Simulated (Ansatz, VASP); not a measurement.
BN: VASP beside Ansatz

```xyz
4
Lattice="2.5040 0.0000 0.0000 -1.2520 2.1685 0.0000 0.0000 0.0000 6.6612" Properties=species:S:1:pos:R:3 pbc="T T T"
B     0.0000    1.4457    1.6653
B     1.2520    0.7228    4.9959
N     0.0000    1.4457    4.9959
N     1.2520    0.7228    1.6653
```

Alike in both runs: task relaxation of cell and atoms; functional PBEsol; k mesh 12 × 12 × 4; occupations gaussian, width 0.02 eV; no spin polarisation.

|  | VASP | Ansatz |
| --- | --- | --- |
| version | VASP 6.6.1 | Ansatz 0.2.0 |
| potentials or method | VASP PAW PBE potentials, release 64 (B, N) | scalar-relativistic, plane waves, PAW |
| plane-wave cutoff (eV) | 600 | 420 |
| valence electrons in the cell | 16 | 16 |

```csv
,VASP,Ansatz,Ansatz less VASP
"gap on the k mesh at the Fermi level, each at its own relaxed structure (eV)",4.23,4.27,+0.040
relaxed volume (Å³/atom),9.38,9.53,+0.155
relaxed cell length with the largest relative difference (Å),6.900,7.019,+0.1187
energy change over the relaxation (meV/atom),-1,-1,-0.6
```

Caveats: the PAW data sets were made with another functional, which shifts forces and pressure a little (VASP); this functional lacks dispersion, which binds the layers, so the pressure and a relaxed spacing across them are unreliable. As with any semilocal functional, this PBEsol gap is likely too small. Zero-point motion and thermal expansion aren't in these numbers.
